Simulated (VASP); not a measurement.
Write the native input for VASP 6.6.1 that does the following.

```
Task                   : single point
Functional             : PBE
Potentials or basis    : VASP PAW PBE potentials, release 64 (F, Li_sv)
Cutoff                 : 520 eV
k mesh                 : 11 × 11 × 11
Occupations            : fermi-dirac, width 0.05 eV
Spin                   : no spin polarisation
Further INCAR settings : ALGO = Normal; EDIFF = 1e-07; NBANDS = 12
```

The structure of LiF (Griceite) lies in POSCAR:

```
LiF
1.0
    0.0000000000      2.0140000000      2.0140000000
    2.0140000000      0.0000000000      2.0140000000
    2.0140000000      2.0140000000      0.0000000000
F Li
1 1
Direct
    0.5146860000      0.4798640000      0.5202120000
    0.0101770000     -0.0006530000      0.0105960000
```

The cell isn't the ideal one: atoms moved at random, drawn with an rms of 0.05 Å.

These files were run (other wordings do the same):

INCAR

```
PREC = Accurate
ENCUT = 520
EDIFF = 1E-7
ISMEAR = -1
SIGMA = 0.05
LREAL = F
LASPH = T
NELM = 60
ALGO = Normal
ISIF = 2
LWAVE = F
LCHARG = T
GGA = PE
LELF = T
LVHAR = T
NBANDS = 12
```

KPOINTS

```
regular mesh
0
Gamma
  11 11 11
```

Potentials or basis: VASP PAW PBE potentials, release 64 (F, Li_sv).

Launch:

```sh
$ cat potpaw_PBE.64/F/POTCAR potpaw_PBE.64/Li_sv/POTCAR > POTCAR
$ mpirun -np 1 vasp_std > vasp.out
```

Results of the run:

```
Largest force          : 0.077 eV/Å
Band gap on the k mesh : 9.08 eV, direct
```

Caveat: an odd mesh through Γ misses points on the zone boundary, where band edges often lie.

It took 71 s on 1 thread of Intel(R) Xeon(R) Platinum 8488C (Sapphire Rapids) (shared host), peak memory 0.22 GiB.
